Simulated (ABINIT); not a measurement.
The system is GaAs.

```
CELL_PARAMETERS angstrom
0.00000 2.82685 2.82685
2.82685 0.00000 2.82685
2.82685 2.82685 0.00000
ATOMIC_POSITIONS crystal
As 0.75000 0.75000 0.75000
Ga 0.00000 0.00000 0.00000
```

```yaml
Program: ABINIT 10.8.3 (patched build)
Task: relaxation of cell and atoms
Functional: PBE
Potentials_or_basis: PseudoDojo NC SR PBE v0.5 stringent
Cutoff: 1442 eV
k_mesh: 6 × 6 × 6
Occupations: fermi-dirac, width 0.05 eV
Spin: no spin polarisation
```

At the start: pressure 3.3 GPa; volume 22.59 Å³/atom.

Q: How do energy, volume and symmetry change on relaxing?

A: Over 5 steps the energy falls by 10.9 meV/atom and the volume is 23.72 Å³/atom (+5.0 %); space group F-43m (No. 216, to 0.05 Å).

The path:
```
step  energy change (eV)  largest force (eV/Å)  pressure (GPa)  volume (Å³)
   1              0.0000                0.0000            3.31        45.18
   2             -0.0083                0.0000            2.53        45.64
   3             -0.0216                0.0000            0.34        47.20
   4             -0.0218                0.0000           -0.01        47.46
   5             -0.0219                0.0000            0.00        47.45
```

Final structure:
```yaml
crystal:
  lattice:
    - [0.00000, 2.87337, 2.87337]
    - [2.87337, 0.00000, 2.87337]
    - [2.87337, 2.87337, 0.00000]
  atoms:
    - { symbol: As, position: [0.75000, 0.75000, 0.75000] }
    - { symbol: Ga, position: [0.00000, 0.00000, 0.00000] }
```
